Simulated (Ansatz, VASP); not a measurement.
# SnC214: VASP beside Ansatz, part 2 of 2

Wanted: the spread between two codes on one cell, functional and k mesh. The cell is taken from a series of runs on this material, whose earlier steps may have relaxed, scaled, displaced or heated it; both programs get it as it stands.

VASP 6.6.1 and Ansatz 0.2.0.

So far: Set-up; Ansatz: single point, PBEsol.

## 3. VASP: single point, PBEsol

Level of this step: PBEsol, spin-polarised from a ferromagnetic start; plane waves and PAW (C, Sn_d) (VASP).

The same cell, functional, mesh and smearing now go to VASP, with its own data sets.

Lines of VASP's logs that name or quote its potential files are left out, and so is its time.

The input, INCAR:

```
SYSTEM = SnC214
PREC = Accurate
ENCUT = 520
EDIFF = 1E-06
NELM = 200
ISMEAR = -1
SIGMA = 0.01
LREAL = Auto
ALGO = Normal
GGA = PS
NELECT = 871
NBANDS = 586
ISPIN = 2
MAGMOM = 0 0 0 0 0 0 0 -0 0 0 0 0 0 -0 -0 -0 0 0 0 -0 0 -0 -0 -0 0 0 0 0 0 0 0 0 0 0 0 0 0 0 0 0 0 0 0 0 0 -0 -0 -0 0 0 0 0 0 0 0 0 0 0 -0 0 0 0 0 0 0 0 0 0 0 0 -0 0 0 0 0 0 0 0 0 0 0 0 0 0 0 0 0 0 0 0 0 0 0 -0 -0 -0 0 0 0 0 0 0 0 0 0.06 0 0 0.06 0.06 0.06 0 0.06 0.06 0 0 0 0 0 -0 0 0 0 0 0 0 0 0 -0 -0 0 0 0 0 0 0 0 0 0 0 0 0 0 0 0 0 0 0 0 0 0 0 -0 0 0 0 0 0 0 0 0 0 0 0 -0 0 0 -0 0 0 0 0 0 0 0 0 -0 -0 0 0 0 0 0 0 0 0 0 0 0 0 0 -0 0 0 0 -0 0 0 0 -0 -0 -0 0 0 0 0 0 -0 -0 -0 0 0 0 0 0 0.02
LORBIT = 11
LWAVE = .FALSE.
LCHARG = .FALSE.
ISIF = 2
NUPDOWN = 1
LASPH = .TRUE.
GGA_COMPAT = .FALSE.
```

The input, POSCAR:

```
SnC214
1.0
   10.6614255216      0.0000000000      0.0000000000
    0.0000000000     10.6614255216      0.0000000000
    0.0000000000      0.0000000000     10.6614255216
C Sn
214 1
Direct
    0.9997900000      0.9997900000      0.1664900000
    0.0004200000      0.1666700000      0.9995800000
[... 13 atom lines left out ...]
    0.2508900000      0.2508900000      0.5806500000
[... 19 atom lines left out ...]
    0.1657500000      0.5004100000      0.4995900000
    0.0835000000      0.4171200000      0.5828800000
[... 1 atom line left out ...]
    0.2458400000      0.4152500000      0.4118100000
    0.2458400000      0.5881900000      0.5847500000
[... 2 atom lines left out ...]
    0.1682400000      0.3348100000      0.6651900000
[... 3 atom lines left out ...]
    0.2508900000      0.4193500000      0.7491100000
[... 36 atom lines left out ...]
    0.5004100000      0.1657500000      0.4995900000
    0.4171200000      0.0835000000      0.5828800000
    0.4152500000      0.2458400000      0.4118100000
[... 1 atom line left out ...]
    0.5881900000      0.2458400000      0.5847500000
[... 1 atom line left out ...]
    0.3348100000      0.1682400000      0.6651900000
[... 3 atom lines left out ...]
    0.4193500000      0.2508900000      0.7491100000
[... 5 atom lines left out ...]
    0.4995500000      0.4995500000      0.1668300000
    0.4162500000      0.4162500000      0.2490800000
[... 2 atom lines left out ...]
    0.5818600000      0.5818600000      0.2515700000
    0.3254500000      0.3254500000      0.4864700000
    0.3284700000      0.5014200000      0.3291800000
    0.5014200000      0.3284700000      0.3291800000
    0.4031400000      0.5912100000      0.4087900000
    0.5912100000      0.4031400000      0.4087900000
    0.5912100000      0.5912100000      0.5968600000
    0.3348100000      0.3348100000      0.8317600000
    0.3254500000      0.5135300000      0.6745500000
    0.5135300000      0.3254500000      0.6745500000
    0.5004100000      0.5004100000      0.8342500000
    0.4171200000      0.4171200000      0.9165000000
    0.4152500000      0.5881900000      0.7541600000
    0.5881900000      0.4152500000      0.7541600000
[... 9 atom lines left out ...]
    0.3284700000      0.6708200000      0.4985800000
[... 1 atom line left out ...]
    0.4973100000      0.6657800000      0.3342200000
    0.4995500000      0.8331700000      0.5004500000
    0.4162500000      0.7509200000      0.5837500000
[... 1 atom line left out ...]
    0.5818600000      0.7484300000      0.4181400000
[... 1 atom line left out ...]
    0.3331800000      0.6699100000      0.8364100000
[... 1 atom line left out ...]
    0.5014200000      0.6708200000      0.6715300000
[... 37 atom lines left out ...]
    0.6708200000      0.3284700000      0.4985800000
    0.6657800000      0.4973100000      0.3342200000
[... 1 atom line left out ...]
    0.8331700000      0.4995500000      0.5004500000
    0.7509200000      0.4162500000      0.5837500000
    0.7484300000      0.5818600000      0.4181400000
[... 2 atom lines left out ...]
    0.6699100000      0.3331800000      0.8364100000
    0.6708200000      0.5014200000      0.6715300000
[... 14 atom lines left out ...]
    0.6657800000      0.6657800000      0.5026900000
[... 15 atom lines left out ...]
    0.4583300000      0.4583300000      0.5416700000
```

The input, KPOINTS:

```
Automatic mesh
0
Gamma
1 1 1
0 0 0
```

Potentials, in the order of the species: C and Sn_d (PBE family, release 64).

Command:

```console
export OMP_NUM_THREADS=3
mpirun -np 1 vasp_gam
```

Numbers of over 12 decimals in the logs are rounded to 6 here.

The log of the run:

```text
[banner, memory and clock lines left out]
running    1 mpi-ranks, on    1 nodes
[...]
Offloading initialized ...    1 GPUs detected
[...]
|                                                                             |
|               ----> ADVICE to this user running VASP <----                  |
|                                                                             |
|     You enforced a specific xc type in the INCAR file but a different       |
|     [... a line on the potential file left out ...]
|     I HOPE YOU KNOW WHAT YOU ARE DOING!                                     |
|                                                                             |

 LDA part: xc-table for (Slater+PW92), standard interpolation
 POSCAR, INCAR and KPOINTS ok, starting setup
[...]
entering main loop
       N       E                     dE             d eps       ncg     rms          rms(c)
DAV:   1     0.825146937454E+04    0.82515E+04   -0.49384E+05  2352   0.161E+03
DAV:   2    -0.119419268126E+04   -0.94457E+04   -0.87626E+04  3032   0.415E+02
DAV:   3    -0.208261273590E+04   -0.88842E+03   -0.87071E+03  2882   0.132E+02
DAV:   4    -0.211638885323E+04   -0.33776E+02   -0.33509E+02  3032   0.274E+01
DAV:   5    -0.211766537636E+04   -0.12765E+01   -0.12739E+01  3368   0.505E+00BRMIX: very serious problems
 the old and the new charge density differ
 old charge density:   870.00000 new  871.00000
    0.597E+01
DAV:   6    -0.205963135610E+04    0.58034E+02   -0.42961E+01  3016   0.957E+00    0.349E+01
DAV:   7    -0.204046898424E+04    0.19162E+02   -0.53100E+01  2864   0.930E+00    0.742E+00
DAV:   8    -0.204044662862E+04    0.22356E-01   -0.27644E+00  3136   0.260E+00    0.237E+00
DAV:   9    -0.204046728123E+04   -0.20653E-01   -0.23998E-01  2912   0.719E-01    0.832E-01
[...]
DAV:  13    -0.204046555864E+04   -0.47045E-04   -0.93049E-05  3096   0.225E-02    0.288E-02
DAV:  14    -0.204046558063E+04   -0.21988E-04   -0.56884E-05  3256   0.128E-02    0.108E-02
DAV:  15    -0.204046558136E+04   -0.73268E-06   -0.53608E-06  2648   0.427E-03
   1 F= -.20404656E+04 E0= -.20404586E+04  d E =-.138629E-01  mag=     1.0000
```

OUTCAR, selected parts (step 3):

```text
 magnetization (x)
# of ion       s       p       d       tot
------------------------------------------
    1        0.000   0.000   0.000   0.000
    2        0.000   0.000   0.000   0.000
    3        0.000   0.000   0.000   0.000
    4        0.000   0.001   0.000   0.001
    5        0.000   0.000   0.000   0.000
    6       -0.000   0.000   0.000   0.000
[...]
213        0.000   0.001   0.000   0.001
  214        0.000   0.000   0.000   0.000
  215       -0.008  -0.018   0.096   0.069
--------------------------------------------------
tot          0.044   0.596   0.096   0.735
```

The run ends at a pressure of 7.14 GPa, with forces up to 0.030 eV/Å.

## 4. Differences

Known differences besides the potentials themselves: VASP starts from the moments at which Ansatz ended; the cutoff is 420 eV in Ansatz and 520 eV in VASP (PREC = Accurate, projectors in real space); Ansatz makes its cores anew for this functional, VASP keeps those of its PBE data sets; site moments are counted in spheres of each program's own size. Total energies have different zeros and are not compared.

The two programs side by side:

| quantity | Ansatz | VASP | difference |
| --- | --- | --- | --- |
| total moment, fixed by the input (μB) | 1.00 | 1.00 | 0.00 |
| moment on C105 (μB) | 0.06 | 0.08 | -0.02 |
| moment on C113 (μB) | 0.06 | 0.08 | -0.02 |
| moment on C109 (μB) | 0.06 | 0.08 | -0.02 |
| moment on C110 (μB) | 0.06 | 0.08 | -0.02 |
| moment on C108 (μB) | 0.06 | 0.08 | -0.02 |
| moment on C112 (μB) | 0.06 | 0.08 | -0.02 |
| moment on Sn215 (μB) | 0.02 | 0.07 | -0.05 |

At this near-relaxed geometry the largest component of a force difference is 21 meV/Å. The cell carries a charge of -1 e against a uniform background, so its pressure also hangs on how the neutralising background is counted, and in a defect's cell a gap may be the spacing between its levels.

## 5. What came out

```json
{"difference in moment on Sn215 (single point, PBEsol)": "-0.046 μB", "r.m.s. force difference (single point, PBEsol)": "6.2 meV/Å"}
```

**Reading.** The r.m.s. force difference is 6.2 meV/Å (single point, PBEsol), within the 12 meV/Å picked in this series as the mark of a large difference. How closely two codes agree says nothing of how well the functional describes the real material.

[Lines on the potential files, build, host, timing and source positions are cut from VASP's logs without a mark.]

[Logs are printed without paths, hosts, clocks, repeated set-up lines and the standing remarks that a program may print on its own settings, such as how far it seeks lower states.]

[Hosts, paths, dates, database ids (printed as entryN), source tags and the programs' standing remarks are cut or masked in the printed files.]
